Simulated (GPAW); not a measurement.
## SnSe2 in GPAW: the effect of strain biaxial xy

SnSe2:

```xyz
3
Lattice="3.6586 0.0000 0.0000 -1.8293 3.1684 0.0000 0.0000 0.0000 6.1360" Properties=species:S:1:pos:R:3 pbc="T T T"
Sn    0.0000    0.0000    0.0000
Se    1.8293    1.0561    4.6081
Se    0.0000    2.1123    1.5279
```

Alike in all runs:

* Program: GPAW 26.7.0
* Task: band structure
* Functional: PBEsol
* Potentials or basis: PAW data sets generated in the run's folder for this functional
* Cutoff: 600 eV
* Basis: pw
* k mesh: 5 × 5 × 3
* Occupations: fermi-dirac, width 0.05 eV
* Spin: no spin polarisation
* Maxiter: 150
* Band path: GMKGALHA,LM,KH
* Band points: 100

| strain biaxial xy | gap on the mesh (eV) | pressure (GPa) | largest force (eV/Å) |
| --- | --- | --- | --- |
| -0.04 | 0.83 | 10.1 | 1.22 |
| -0.02 | 0.83 | 5.9 | 0.85 |
| -0.01 | ? | ? | ? |
| 0 | 0.73 | 2.4 | 0.53 |
| 0.01 | 0.65 | 1.0 | 0.39 |
| 0.02 | 0.58 | -0.4 | 0.26 |
| 0.04 | 0.30 | -2.6 | 0.04 |

Q: What does the run with strain biaxial xy -0.01 give?

A: gap on the mesh 0.81 eV; pressure 4.1 GPa; largest force 0.68 eV/Å.

Worked out: A parabola through the other rows of the gap on the mesh, of slope -4.46 eV per unit of strain biaxial xy there, gives 0.79 eV, against the run's 0.81. A parabola through the other rows of the pressure, of slope -175 GPa per unit of strain biaxial xy there, gives 4.1 GPa, against the run's 4.1. A parabola through the other rows of the largest force, of slope -16 eV/Å per unit of strain biaxial xy there, gives 0.68 eV/Å, against the run's 0.68.

Caveats: the density grid can change from cell to cell, which puts small steps into energies and stress; spin-orbit coupling is left out, which moves the levels of the heavy elements; this functional lacks dispersion, which binds the layers, so the pressure and a relaxed spacing across them are unreliable; the mesh misses the band edges, which the band path finds closer together (some runs); forces of over 1 eV/Å show positions far from the minimum, so gaps and moduli don't describe the material at rest (some runs).

Runs at the PBE level aren't shown here.
